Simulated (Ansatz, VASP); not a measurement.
# Cross-check of InAs between VASP and Ansatz, part 2 of 3

One calculation is typed for both programs; each brings its own data sets. How far apart do they land? The cell is taken from a series of runs on this material, whose earlier steps may have relaxed, scaled, displaced or heated it; both programs get it as it stands.

VASP 6.6.1 and Ansatz 0.2.0.

So far: Starting point; Ansatz: zone-centre phonons, LDA.

## Step 3: VASP: zone-centre phonons, LDA

Level of this step: LDA; plane waves and PAW (As, In_d) (VASP).

The same cell, functional (in two slightly different forms), mesh and smearing now go to VASP, with its own data sets.

Lines of VASP's logs that name or quote its potential files are left out, and so is its time.

Input file INCAR:

```
SYSTEM = InAs
PREC = Accurate
ENCUT = 500
EDIFF = 1E-08
NELM = 120
ISMEAR = 0
SIGMA = 0.015
LREAL = .FALSE.
ALGO = Normal
GGA = CA
NBANDS = 15
LORBIT = 11
LWAVE = .FALSE.
LCHARG = .FALSE.
ISIF = 2
ISYM = 2
IBRION = 8
LASPH = .TRUE.
GGA_COMPAT = .FALSE.
EFERMI = MIDGAP
KPAR = 2
```

Input file POSCAR:

```
InAs
1.0
   -0.0963684715      3.0068044388      3.0068044388
    3.0068044388     -0.0963684715      3.0068044388
    3.0068044388      3.0068044388     -0.0963684715
As In
1 1
Direct
    0.7473848377      0.7473848377      0.7473848377
    0.0026151623      0.0026151623      0.0026151623
```

Input file KPOINTS:

```
Points of the shifted mesh
1728
Reciprocal
 0.0416666667  0.0416666667  0.0416666667 1
 0.0416666667  0.0416666667  0.1250000000 1
 0.0416666667  0.0416666667  0.2083333333 1
 0.0416666667  0.0416666667  0.2916666667 1
 0.0416666667  0.0416666667  0.3750000000 1
 0.0416666667  0.0416666667  0.4583333333 1
 0.0416666667  0.0416666667  0.5416666667 1
 0.0416666667  0.0416666667  0.6250000000 1
 0.0416666667  0.0416666667  0.7083333333 1
 0.0416666667  0.0416666667  0.7916666667 1
 0.0416666667  0.0416666667  0.8750000000 1
 0.0416666667  0.0416666667  0.9583333333 1
 0.0416666667  0.1250000000  0.0416666667 1
 0.0416666667  0.1250000000  0.1250000000 1
 0.0416666667  0.1250000000  0.2083333333 1
 0.0416666667  0.1250000000  0.2916666667 1
 0.0416666667  0.1250000000  0.3750000000 1
 0.0416666667  0.1250000000  0.4583333333 1
 0.0416666667  0.1250000000  0.5416666667 1
 0.0416666667  0.1250000000  0.6250000000 1
 0.0416666667  0.1250000000  0.7083333333 1
 0.0416666667  0.1250000000  0.7916666667 1
 0.0416666667  0.1250000000  0.8750000000 1
 0.0416666667  0.1250000000  0.9583333333 1
 0.0416666667  0.2083333333  0.0416666667 1
 0.0416666667  0.2083333333  0.1250000000 1
 0.0416666667  0.2083333333  0.2083333333 1
 0.0416666667  0.2083333333  0.2916666667 1
 0.0416666667  0.2083333333  0.3750000000 1
 0.0416666667  0.2083333333  0.4583333333 1
 0.0416666667  0.2083333333  0.5416666667 1
 0.0416666667  0.2083333333  0.6250000000 1
 0.0416666667  0.2083333333  0.7083333333 1
 0.0416666667  0.2083333333  0.7916666667 1
 0.0416666667  0.2083333333  0.8750000000 1
 0.0416666667  0.2083333333  0.9583333333 1
 0.0416666667  0.2916666667  0.0416666667 1
 0.0416666667  0.2916666667  0.1250000000 1
 0.0416666667  0.2916666667  0.2083333333 1
 0.0416666667  0.2916666667  0.2916666667 1
 0.0416666667  0.2916666667  0.3750000000 1
 0.0416666667  0.2916666667  0.4583333333 1
 0.0416666667  0.2916666667  0.5416666667 1
 0.0416666667  0.2916666667  0.6250000000 1
 0.0416666667  0.2916666667  0.7083333333 1
 0.0416666667  0.2916666667  0.7916666667 1
 0.0416666667  0.2916666667  0.8750000000 1
 0.0416666667  0.2916666667  0.9583333333 1
 0.0416666667  0.3750000000  0.0416666667 1
 0.0416666667  0.3750000000  0.1250000000 1
 0.0416666667  0.3750000000  0.2083333333 1
 0.0416666667  0.3750000000  0.2916666667 1
 0.0416666667  0.3750000000  0.3750000000 1
 0.0416666667  0.3750000000  0.4583333333 1
 0.0416666667  0.3750000000  0.5416666667 1
 0.0416666667  0.3750000000  0.6250000000 1
 0.0416666667  0.3750000000  0.7083333333 1
 0.0416666667  0.3750000000  0.7916666667 1
 0.0416666667  0.3750000000  0.8750000000 1
 0.0416666667  0.3750000000  0.9583333333 1
 0.0416666667  0.4583333333  0.0416666667 1
 0.0416666667  0.4583333333  0.1250000000 1
 0.0416666667  0.4583333333  0.2083333333 1
 0.0416666667  0.4583333333  0.2916666667 1
 0.0416666667  0.4583333333  0.3750000000 1
 0.0416666667  0.4583333333  0.4583333333 1
 0.0416666667  0.4583333333  0.5416666667 1
 0.0416666667  0.4583333333  0.6250000000 1
 0.0416666667  0.4583333333  0.7083333333 1
 0.0416666667  0.4583333333  0.7916666667 1
 0.0416666667  0.4583333333  0.8750000000 1
 0.0416666667  0.4583333333  0.9583333333 1
 0.0416666667  0.5416666667  0.0416666667 1
 0.0416666667  0.5416666667  0.1250000000 1
 0.0416666667  0.5416666667  0.2083333333 1
 0.0416666667  0.5416666667  0.2916666667 1
 0.0416666667  0.5416666667  0.3750000000 1
 0.0416666667  0.5416666667  0.4583333333 1
 0.0416666667  0.5416666667  0.5416666667 1
 0.0416666667  0.5416666667  0.6250000000 1
 0.0416666667  0.5416666667  0.7083333333 1
 0.0416666667  0.5416666667  0.7916666667 1
 0.0416666667  0.5416666667  0.8750000000 1
 0.0416666667  0.5416666667  0.9583333333 1
 0.0416666667  0.6250000000  0.0416666667 1
 0.0416666667  0.6250000000  0.1250000000 1
 0.0416666667  0.6250000000  0.2083333333 1
 0.0416666667  0.6250000000  0.2916666667 1
 0.0416666667  0.6250000000  0.3750000000 1
 0.0416666667  0.6250000000  0.4583333333 1
 0.0416666667  0.6250000000  0.5416666667 1
 0.0416666667  0.6250000000  0.6250000000 1
 0.0416666667  0.6250000000  0.7083333333 1
 0.0416666667  0.6250000000  0.7916666667 1
 0.0416666667  0.6250000000  0.8750000000 1
 0.0416666667  0.6250000000  0.9583333333 1
 0.0416666667  0.7083333333  0.0416666667 1
 0.0416666667  0.7083333333  0.1250000000 1
 0.0416666667  0.7083333333  0.2083333333 1
 0.0416666667  0.7083333333  0.2916666667 1
 0.0416666667  0.7083333333  0.3750000000 1
 0.0416666667  0.7083333333  0.4583333333 1
 0.0416666667  0.7083333333  0.5416666667 1
 0.0416666667  0.7083333333  0.6250000000 1
 0.0416666667  0.7083333333  0.7083333333 1
 0.0416666667  0.7083333333  0.7916666667 1
 0.0416666667  0.7083333333  0.8750000000 1
 0.0416666667  0.7083333333  0.9583333333 1
 0.0416666667  0.7916666667  0.0416666667 1
 0.0416666667  0.7916666667  0.1250000000 1
 0.0416666667  0.7916666667  0.2083333333 1
 0.0416666667  0.7916666667  0.2916666667 1
[... 1390 lines left out ...]
 0.8750000000  0.4583333333  0.1250000000 1
 0.8750000000  0.4583333333  0.2083333333 1
 0.8750000000  0.4583333333  0.2916666667 1
 0.8750000000  0.4583333333  0.3750000000 1
 0.8750000000  0.4583333333  0.4583333333 1
 0.8750000000  0.4583333333  0.5416666667 1
 0.8750000000  0.4583333333  0.6250000000 1
 0.8750000000  0.4583333333  0.7083333333 1
 0.8750000000  0.4583333333  0.7916666667 1
 0.8750000000  0.4583333333  0.8750000000 1
 0.8750000000  0.4583333333  0.9583333333 1
 0.8750000000  0.5416666667  0.0416666667 1
 0.8750000000  0.5416666667  0.1250000000 1
 0.8750000000  0.5416666667  0.2083333333 1
 0.8750000000  0.5416666667  0.2916666667 1
 0.8750000000  0.5416666667  0.3750000000 1
 0.8750000000  0.5416666667  0.4583333333 1
 0.8750000000  0.5416666667  0.5416666667 1
 0.8750000000  0.5416666667  0.6250000000 1
 0.8750000000  0.5416666667  0.7083333333 1
 0.8750000000  0.5416666667  0.7916666667 1
 0.8750000000  0.5416666667  0.8750000000 1
 0.8750000000  0.5416666667  0.9583333333 1
 0.8750000000  0.6250000000  0.0416666667 1
 0.8750000000  0.6250000000  0.1250000000 1
 0.8750000000  0.6250000000  0.2083333333 1
 0.8750000000  0.6250000000  0.2916666667 1
 0.8750000000  0.6250000000  0.3750000000 1
 0.8750000000  0.6250000000  0.4583333333 1
 0.8750000000  0.6250000000  0.5416666667 1
 0.8750000000  0.6250000000  0.6250000000 1
 0.8750000000  0.6250000000  0.7083333333 1
 0.8750000000  0.6250000000  0.7916666667 1
 0.8750000000  0.6250000000  0.8750000000 1
 0.8750000000  0.6250000000  0.9583333333 1
 0.8750000000  0.7083333333  0.0416666667 1
 0.8750000000  0.7083333333  0.1250000000 1
 0.8750000000  0.7083333333  0.2083333333 1
 0.8750000000  0.7083333333  0.2916666667 1
 0.8750000000  0.7083333333  0.3750000000 1
 0.8750000000  0.7083333333  0.4583333333 1
 0.8750000000  0.7083333333  0.5416666667 1
 0.8750000000  0.7083333333  0.6250000000 1
 0.8750000000  0.7083333333  0.7083333333 1
 0.8750000000  0.7083333333  0.7916666667 1
 0.8750000000  0.7083333333  0.8750000000 1
 0.8750000000  0.7083333333  0.9583333333 1
 0.8750000000  0.7916666667  0.0416666667 1
 0.8750000000  0.7916666667  0.1250000000 1
 0.8750000000  0.7916666667  0.2083333333 1
 0.8750000000  0.7916666667  0.2916666667 1
 0.8750000000  0.7916666667  0.3750000000 1
 0.8750000000  0.7916666667  0.4583333333 1
 0.8750000000  0.7916666667  0.5416666667 1
 0.8750000000  0.7916666667  0.6250000000 1
 0.8750000000  0.7916666667  0.7083333333 1
 0.8750000000  0.7916666667  0.7916666667 1
 0.8750000000  0.7916666667  0.8750000000 1
 0.8750000000  0.7916666667  0.9583333333 1
 0.8750000000  0.8750000000  0.0416666667 1
 0.8750000000  0.8750000000  0.1250000000 1
 0.8750000000  0.8750000000  0.2083333333 1
 0.8750000000  0.8750000000  0.2916666667 1
 0.8750000000  0.8750000000  0.3750000000 1
 0.8750000000  0.8750000000  0.4583333333 1
 0.8750000000  0.8750000000  0.5416666667 1
 0.8750000000  0.8750000000  0.6250000000 1
 0.8750000000  0.8750000000  0.7083333333 1
 0.8750000000  0.8750000000  0.7916666667 1
 0.8750000000  0.8750000000  0.8750000000 1
 0.8750000000  0.8750000000  0.9583333333 1
 0.8750000000  0.9583333333  0.0416666667 1
 0.8750000000  0.9583333333  0.1250000000 1
 0.8750000000  0.9583333333  0.2083333333 1
 0.8750000000  0.9583333333  0.2916666667 1
 0.8750000000  0.9583333333  0.3750000000 1
 0.8750000000  0.9583333333  0.4583333333 1
 0.8750000000  0.9583333333  0.5416666667 1
 0.8750000000  0.9583333333  0.6250000000 1
 0.8750000000  0.9583333333  0.7083333333 1
 0.8750000000  0.9583333333  0.7916666667 1
 0.8750000000  0.9583333333  0.8750000000 1
 0.8750000000  0.9583333333  0.9583333333 1
 0.9583333333  0.0416666667  0.0416666667 1
 0.9583333333  0.0416666667  0.1250000000 1
 0.9583333333  0.0416666667  0.2083333333 1
 0.9583333333  0.0416666667  0.2916666667 1
 0.9583333333  0.0416666667  0.3750000000 1
 0.9583333333  0.0416666667  0.4583333333 1
 0.9583333333  0.0416666667  0.5416666667 1
 0.9583333333  0.0416666667  0.6250000000 1
 0.9583333333  0.0416666667  0.7083333333 1
 0.9583333333  0.0416666667  0.7916666667 1
 0.9583333333  0.0416666667  0.8750000000 1
 0.9583333333  0.0416666667  0.9583333333 1
 0.9583333333  0.1250000000  0.0416666667 1
 0.9583333333  0.1250000000  0.1250000000 1
 0.9583333333  0.1250000000  0.2083333333 1
 0.9583333333  0.1250000000  0.2916666667 1
 0.9583333333  0.1250000000  0.3750000000 1
 0.9583333333  0.1250000000  0.4583333333 1
 0.9583333333  0.1250000000  0.5416666667 1
 0.9583333333  0.1250000000  0.6250000000 1
 0.9583333333  0.1250000000  0.7083333333 1
 0.9583333333  0.1250000000  0.7916666667 1
 0.9583333333  0.1250000000  0.8750000000 1
 0.9583333333  0.1250000000  0.9583333333 1
 0.9583333333  0.2083333333  0.0416666667 1
 0.9583333333  0.2083333333  0.1250000000 1
 0.9583333333  0.2083333333  0.2083333333 1
 0.9583333333  0.2083333333  0.2916666667 1
 0.9583333333  0.2083333333  0.3750000000 1
 0.9583333333  0.2083333333  0.4583333333 1
 0.9583333333  0.2083333333  0.5416666667 1
 0.9583333333  0.2083333333  0.6250000000 1
 0.9583333333  0.2083333333  0.7083333333 1
 0.9583333333  0.2083333333  0.7916666667 1
 0.9583333333  0.2083333333  0.8750000000 1
 0.9583333333  0.2083333333  0.9583333333 1
 0.9583333333  0.2916666667  0.0416666667 1
 0.9583333333  0.2916666667  0.1250000000 1
 0.9583333333  0.2916666667  0.2083333333 1
 0.9583333333  0.2916666667  0.2916666667 1
 0.9583333333  0.2916666667  0.3750000000 1
 0.9583333333  0.2916666667  0.4583333333 1
 0.9583333333  0.2916666667  0.5416666667 1
 0.9583333333  0.2916666667  0.6250000000 1
 0.9583333333  0.2916666667  0.7083333333 1
 0.9583333333  0.2916666667  0.7916666667 1
 0.9583333333  0.2916666667  0.8750000000 1
 0.9583333333  0.2916666667  0.9583333333 1
 0.9583333333  0.3750000000  0.0416666667 1
 0.9583333333  0.3750000000  0.1250000000 1
 0.9583333333  0.3750000000  0.2083333333 1
 0.9583333333  0.3750000000  0.2916666667 1
 0.9583333333  0.3750000000  0.3750000000 1
 0.9583333333  0.3750000000  0.4583333333 1
 0.9583333333  0.3750000000  0.5416666667 1
 0.9583333333  0.3750000000  0.6250000000 1
 0.9583333333  0.3750000000  0.7083333333 1
 0.9583333333  0.3750000000  0.7916666667 1
 0.9583333333  0.3750000000  0.8750000000 1
 0.9583333333  0.3750000000  0.9583333333 1
 0.9583333333  0.4583333333  0.0416666667 1
 0.9583333333  0.4583333333  0.1250000000 1
 0.9583333333  0.4583333333  0.2083333333 1
 0.9583333333  0.4583333333  0.2916666667 1
 0.9583333333  0.4583333333  0.3750000000 1
 0.9583333333  0.4583333333  0.4583333333 1
 0.9583333333  0.4583333333  0.5416666667 1
 0.9583333333  0.4583333333  0.6250000000 1
 0.9583333333  0.4583333333  0.7083333333 1
 0.9583333333  0.4583333333  0.7916666667 1
 0.9583333333  0.4583333333  0.8750000000 1
 0.9583333333  0.4583333333  0.9583333333 1
 0.9583333333  0.5416666667  0.0416666667 1
 0.9583333333  0.5416666667  0.1250000000 1
 0.9583333333  0.5416666667  0.2083333333 1
 0.9583333333  0.5416666667  0.2916666667 1
 0.9583333333  0.5416666667  0.3750000000 1
 0.9583333333  0.5416666667  0.4583333333 1
 0.9583333333  0.5416666667  0.5416666667 1
 0.9583333333  0.5416666667  0.6250000000 1
 0.9583333333  0.5416666667  0.7083333333 1
 0.9583333333  0.5416666667  0.7916666667 1
 0.9583333333  0.5416666667  0.8750000000 1
 0.9583333333  0.5416666667  0.9583333333 1
 0.9583333333  0.6250000000  0.0416666667 1
 0.9583333333  0.6250000000  0.1250000000 1
 0.9583333333  0.6250000000  0.2083333333 1
 0.9583333333  0.6250000000  0.2916666667 1
 0.9583333333  0.6250000000  0.3750000000 1
 0.9583333333  0.6250000000  0.4583333333 1
 0.9583333333  0.6250000000  0.5416666667 1
 0.9583333333  0.6250000000  0.6250000000 1
 0.9583333333  0.6250000000  0.7083333333 1
 0.9583333333  0.6250000000  0.7916666667 1
 0.9583333333  0.6250000000  0.8750000000 1
 0.9583333333  0.6250000000  0.9583333333 1
 0.9583333333  0.7083333333  0.0416666667 1
 0.9583333333  0.7083333333  0.1250000000 1
 0.9583333333  0.7083333333  0.2083333333 1
 0.9583333333  0.7083333333  0.2916666667 1
 0.9583333333  0.7083333333  0.3750000000 1
 0.9583333333  0.7083333333  0.4583333333 1
 0.9583333333  0.7083333333  0.5416666667 1
 0.9583333333  0.7083333333  0.6250000000 1
 0.9583333333  0.7083333333  0.7083333333 1
 0.9583333333  0.7083333333  0.7916666667 1
 0.9583333333  0.7083333333  0.8750000000 1
 0.9583333333  0.7083333333  0.9583333333 1
 0.9583333333  0.7916666667  0.0416666667 1
 0.9583333333  0.7916666667  0.1250000000 1
 0.9583333333  0.7916666667  0.2083333333 1
 0.9583333333  0.7916666667  0.2916666667 1
 0.9583333333  0.7916666667  0.3750000000 1
 0.9583333333  0.7916666667  0.4583333333 1
 0.9583333333  0.7916666667  0.5416666667 1
 0.9583333333  0.7916666667  0.6250000000 1
 0.9583333333  0.7916666667  0.7083333333 1
 0.9583333333  0.7916666667  0.7916666667 1
 0.9583333333  0.7916666667  0.8750000000 1
 0.9583333333  0.7916666667  0.9583333333 1
 0.9583333333  0.8750000000  0.0416666667 1
 0.9583333333  0.8750000000  0.1250000000 1
 0.9583333333  0.8750000000  0.2083333333 1
 0.9583333333  0.8750000000  0.2916666667 1
 0.9583333333  0.8750000000  0.3750000000 1
 0.9583333333  0.8750000000  0.4583333333 1
 0.9583333333  0.8750000000  0.5416666667 1
 0.9583333333  0.8750000000  0.6250000000 1
 0.9583333333  0.8750000000  0.7083333333 1
 0.9583333333  0.8750000000  0.7916666667 1
 0.9583333333  0.8750000000  0.8750000000 1
 0.9583333333  0.8750000000  0.9583333333 1
 0.9583333333  0.9583333333  0.0416666667 1
 0.9583333333  0.9583333333  0.1250000000 1
 0.9583333333  0.9583333333  0.2083333333 1
 0.9583333333  0.9583333333  0.2916666667 1
 0.9583333333  0.9583333333  0.3750000000 1
 0.9583333333  0.9583333333  0.4583333333 1
 0.9583333333  0.9583333333  0.5416666667 1
 0.9583333333  0.9583333333  0.6250000000 1
 0.9583333333  0.9583333333  0.7083333333 1
 0.9583333333  0.9583333333  0.7916666667 1
 0.9583333333  0.9583333333  0.8750000000 1
 0.9583333333  0.9583333333  0.9583333333 1
```

Potentials, in the order of the species: As and In_d (LDA family, release 64).

On the command line:

```bash
$ mpirun -np 2 vasp_std
```

What it wrote:

```text
[banner, memory and clock lines left out]
running    2 mpi-ranks, on    1 nodes
 distrk:  each k-point on    1 cores,    2 groups
 distr:  one band on    1 cores,    1 groups

 POSCAR found type information on POSCAR AsIn
 POSCAR found :  2 types and       2 ions
 LDA part: xc-table for (Slater(with rela. corr.)+CA(PZ))
 , standard interpolation
 POSCAR, INCAR and KPOINTS ok, starting setup
 FFT: planning ... GRIDC
 FFT: planning ... GRID_SOFT
 FFT: planning ... GRID
 WAVECAR not read
 entering main loop
       N       E                     dE             d eps       ncg     rms          rms(c)
DAV:   1     0.111580921338E+03    0.11158E+03   -0.81876E+03 52034   0.125E+03
DAV:   2    -0.137800880686E+01   -0.11296E+03   -0.10874E+03 56075   0.298E+02
DAV:   3    -0.908852127035E+01   -0.77105E+01   -0.76649E+01 66624   0.795E+01
DAV:   4    -0.929098532699E+01   -0.20246E+00   -0.20240E+00 63241   0.145E+01
DAV:   5    -0.930017001637E+01   -0.91847E-02   -0.91845E-02 78390   0.264E+00    0.444E+00
DAV:   6    -0.903581096620E+01    0.26436E+00   -0.38206E-01 81967   0.107E+01    0.244E+00
DAV:   7    -0.900049689299E+01    0.35314E-01   -0.10363E-01 71315   0.288E+00    0.675E-01
DAV:   8    -0.899710791712E+01    0.33890E-02   -0.10720E-02 68312   0.124E+00    0.198E-01
DAV:   9    -0.899700171210E+01    0.10621E-03   -0.73098E-04 67971   0.257E-01    0.121E-01
DAV:  10    -0.899702522900E+01   -0.23517E-04   -0.97573E-05 81741   0.153E-01    0.643E-02
DAV:  11    -0.899703030767E+01   -0.50787E-05   -0.29423E-05 78590   0.101E-01    0.475E-02
DAV:  12    -0.899702776071E+01    0.25470E-05   -0.46901E-06 77712   0.274E-02    0.612E-03
DAV:  13    -0.899702780301E+01   -0.42297E-07   -0.68237E-07 66498   0.483E-03    0.125E-03
DAV:  14    -0.899702780550E+01   -0.24884E-08   -0.35730E-08 63719   0.210E-03
   1 F= -.89970278E+01 E0= -.89970278E+01  d E =-.130784E-62
 Linear response reoptimize wavefunctions to high precision
DAV:   1    -0.899702780579E+01   -0.29513E-09   -0.23359E-09 53444   0.602E-04
DAV:   2    -0.899702780585E+01   -0.52296E-10   -0.54299E-10 38576   0.207E-04
 Linear response DOF=           2
 Linear response progress:
  Degree of freedom:   1/  2
       N       E                     dE             d eps       ncg     rms          rms(c)
RMM:   1    -0.474258110131E-01   -0.47426E-01    0.64981E-02108224   0.150E+00
RMM:   2    -0.452825371461E-01    0.21433E-02    0.15563E-03 81119   0.551E-01    0.105E-01
RMM:   3    -0.459289866981E-01   -0.64645E-03   -0.18729E-03 95626   0.235E-01    0.449E-02
RMM:   4    -0.460788757175E-01   -0.14989E-03   -0.14792E-04 97606   0.804E-02    0.106E-02
RMM:   5    -0.461066077228E-01   -0.27732E-04   -0.16807E-05100365   0.304E-02    0.463E-03
RMM:   6    -0.460915099537E-01    0.15098E-04   -0.18639E-06 98420   0.801E-03    0.167E-03
RMM:   7    -0.460890656968E-01    0.24443E-05   -0.19960E-07106895   0.260E-03    0.106E-03
RMM:   8    -0.460895576114E-01   -0.49191E-06   -0.36478E-08101290   0.111E-03    0.628E-04
RMM:   9    -0.460901576633E-01   -0.60005E-06    0.15805E-08101765   0.387E-04    0.113E-04
RMM:  10    -0.460902780398E-01   -0.12038E-06    0.10506E-07107896   0.158E-04    0.627E-05
RMM:  11    -0.460902747641E-01    0.32757E-08   -0.13220E-07110771   0.662E-05    0.127E-05
RMM:  12    -0.460902918095E-01   -0.17045E-07    0.32543E-08104659   0.295E-05    0.379E-06
RMM:  13    -0.460902882660E-01    0.35435E-08   -0.29058E-08107710   0.178E-05    0.421E-06
 first order change of Fermi-energy  -0.10423E+01
 force on displaced ion       1 direction 1 :  -6.936  -0.223  -0.223
 Linear response progress:
  Degree of freedom:   2/  2
       N       E                     dE             d eps       ncg     rms          rms(c)
RMM:   1    -0.235672566902E+00   -0.23567E+00   -0.10009E-01 70056   0.487E+00
RMM:   2    -0.238120886012E+00   -0.24483E-02   -0.12832E-02 88220   0.102E+00    0.775E-02
RMM:   3    -0.238049684679E+00    0.71201E-04   -0.15046E-03 96112   0.315E-01    0.370E-02
RMM:   4    -0.237846129491E+00    0.20356E-03   -0.13957E-04 98042   0.104E-01    0.198E-02
RMM:   5    -0.237792580392E+00    0.53549E-04   -0.24526E-05103074   0.386E-02    0.805E-03
RMM:   6    -0.237788480787E+00    0.40996E-05   -0.39986E-06101691   0.131E-02    0.190E-03
RMM:   7    -0.237798417737E+00   -0.99369E-05    0.22856E-07105351   0.402E-03    0.801E-04
RMM:   8    -0.237798425893E+00   -0.81564E-08    0.58213E-08103789   0.170E-03    0.515E-04
 first order change of Fermi-energy   0.10422E+01
 force on displaced ion       2 direction 1 :  -6.937  -0.217  -0.217
 Linear response finished
```

(Continued in part 3 of 3.)

[Lines on the potential files, build, host, timing and source positions are cut from VASP's logs without a mark.]

[Logs are printed without paths, hosts, clocks, repeated set-up lines and the standing remarks that a program may print on its own settings, such as how far it seeks lower states.]

[Hosts, paths, dates, database ids (printed as entryN), source tags and the programs' standing remarks are cut or masked in the printed files.]
